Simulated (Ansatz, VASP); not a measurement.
## One calculation of SnO2 (kk07), two programs

```
Sn O
1.0
     4.72016    0.00000    0.00000
     0.00000    4.72016    0.00000
     0.00000    0.00000    3.18872
Sn O
2 4
Direct
  0.00000 0.00000 0.00000
  0.50000 0.50000 0.50000
  0.30607 0.30607 0.00000
  0.19393 0.80607 0.50000
  0.69393 0.69393 0.00000
  0.80607 0.19393 0.50000
```

Alike in both runs: functional LDA; k mesh 8 × 8 × 12; occupations gaussian, width 0.02 eV; no spin polarisation.

Ansatz relaxed the structure, and its values are those at the end. VASP's run is a single point on that final structure, the one shown.

```csv
,VASP,Ansatz
version,VASP 6.6.1,Ansatz 0.2.0
potentials or method,"VASP PAW LDA potentials, release 64 (Sn_d, O)","scalar-relativistic, plane waves, PAW"
plane-wave cutoff (eV),520,420
valence electrons in the cell,52,52
```

```csv
,VASP,Ansatz,Ansatz less VASP
gap on the k mesh at the Fermi level (eV),1.21,1.18,-0.029
least direct gap on the mesh (eV),1.21,1.18,-0.029
pressure (GPa),1.4,0.0,-1.40
rms of the force components (eV/Å),0.013,0.000,-0.0128
```

Ansatz warned: «pseudo_functional_mismatch».

Caveats: spin-orbit coupling is left out, which moves the levels of the heavy elements. A k mesh can miss the band edges.
